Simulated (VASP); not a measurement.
# Ta: restarted molecular dynamics, 2 variants

Ta, P6_3/mmc (no. 194), 8 atoms in the cell. PBE, molecular dynamics; PAW potentials Ta (PBE set).

| Restart from | Temperature at the end (K) | The same without a restart (K) | Potential energy at the end (eV/atom) | The same without a restart (eV/atom) | Electronic steps in the first step after the restart | Time (s) |
|---|---|---|---|---|---|---|
| CONTCAR with velocities, WAVECAR read | 563.0 | 563.0 | -11.53127 | -11.53126 | 5 | 178 |
| CONTCAR with velocities, no WAVECAR | 563.0 | 563.0 | -11.53126 | -11.53126 | 16 | 187 |

Limits: 240 fs of 8 atoms are too short for converged averages; the cell is only 5.0 Å across, so each atom moves in step with near copies of itself.

## Input of the first row

INCAR.step1:
```
ALGO     = Fast           # electronic algorithm
ANDERSEN_PROB= 0.0          
EDIFF    = 1E-6           # SCF threshold, eV
ENCUT    = 230            # plane-wave cutoff, eV
GGA      = PE             # functional
IBRION   = 0              # ionic algorithm
ISIF     = 2              # what is computed and relaxed
ISMEAR   = -1             # smearing method
ISYM     = 0            
KPAR     = 2            
LASPH    = T              # aspherical terms in the spheres
LCHARG   = F              # write CHGCAR
LREAL    = Auto         
LWAVE    = T              # write WAVECAR
MDALGO   = 1            
NELM     = 60             # most SCF steps
NELMIN   = 4            
NSW      = 30             # ionic steps
POTIM    = 4.0            # step
PREC     = Normal         # precision mode
RANDOM_SEED= 882866 0 0   
SIGMA    = 0.05           # smearing width, eV
TEBEG    = 1000          
```

INCAR.step2, as INCAR.step1 but for:
```
- LWAVE = T
+ LWAVE = F
```

KPOINTS:
```
k-points
0
Gamma
  2 3 3
```

POSCAR.step1:
```
Ta
1.0
    5.8007441452      0.0000000000      0.0000000000
    0.0000000000      5.0235917906      0.0000000000
    0.0000000000      0.0000000000      5.1662740000
Ta
8
Direct
    0.0000000000      0.3333333334      0.2500000000
    0.5000000000      0.3333333334      0.2500000000
    0.2500000000      0.8333333334      0.2500000000
    0.7500000000      0.8333333334      0.2500000000
    0.2500000001      0.1666666666      0.7500000000
    0.7500000001      0.1666666666      0.7500000000
    0.0000000001      0.6666666666      0.7500000000
    0.5000000001      0.6666666666      0.7500000000
```

Commands (each step's output is kept before the next begins):
```
cat potpaw_PBE.64/Ta/POTCAR > POTCAR
cp INCAR.step1 INCAR
cp POSCAR.step1 POSCAR
mpirun -np 2 vasp_std > vasp.out
cp CONTCAR POSCAR
cp INCAR.step2 INCAR
mpirun -np 2 vasp_std > vasp.out
```

Changes of the last row against the first:
```
(step 1)
- LWAVE = True
+ LWAVE = False
```

VASP 6.6.1 took 178 s on 2 cores (AMD EPYC 9R14 (Zen 4)), a shared host.
